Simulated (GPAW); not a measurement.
The system is MnO.

```xyz
2
Lattice="0.0000 2.2239 2.2239 2.2239 0.0000 2.2239 2.2239 2.2239 0.0000" Properties=species:S:1:pos:R:3 pbc="T T T"
Mn    0.0000    0.0000    0.0000
O     2.2239    2.2239    2.2239
```

The cell is a database's computed one.

```yaml
Program: GPAW 26.7.0
Task: relaxation of cell and atoms
Functional: PBEsol
Potentials_or_basis: PAW data sets generated in the run's folder for this functional
Cutoff: 800 eV
Basis: pw
k_mesh: 9 × 9 × 9
Occupations: fermi-dirac, width 0.05 eV
Spin: collinear spin, ferromagnetic start
Starting_moments: "[4.0, 0.0] μB"
```

At the start: pressure -6.3 GPa; volume 11.00 Å³/atom.

Question: Where does the relaxation end?

Answer: Over 4 steps the energy falls by 10.2 meV/atom and the volume is 10.47 Å³/atom (-4.8 %); space group Fm-3m (No. 225, to 0.05 Å); moment 4.60 μB per cell.

The path:
```csv
step,energy change (eV),largest force (eV/Å),pressure (GPa),volume (Å³)
1,0.0000,0.0000,-6.28,22.00
2,-0.0070,0.0000,-5.29,21.80
3,-0.0198,0.0000,0.86,20.80
4,-0.0204,0.0000,-0.06,20.93
```

Final structure:
```yaml
crystal:
  lattice:
    - [0.00000, 2.18739, 2.18739]
    - [2.18739, 0.00000, 2.18739]
    - [2.18739, 2.18739, 0.00000]
  atoms:
    - { symbol: Mn, position: [0.00000, 0.00000, 0.00000] }
    - { symbol: O, position: [0.50000, 0.50000, 0.50000] }
```

Caveat: each step starts from the last one's moments, so a moment once lost doesn't come back; later steps reuse the first step's grids; a cell with one magnetic atom can't hold antiferromagnetic order, which such compounds often take.
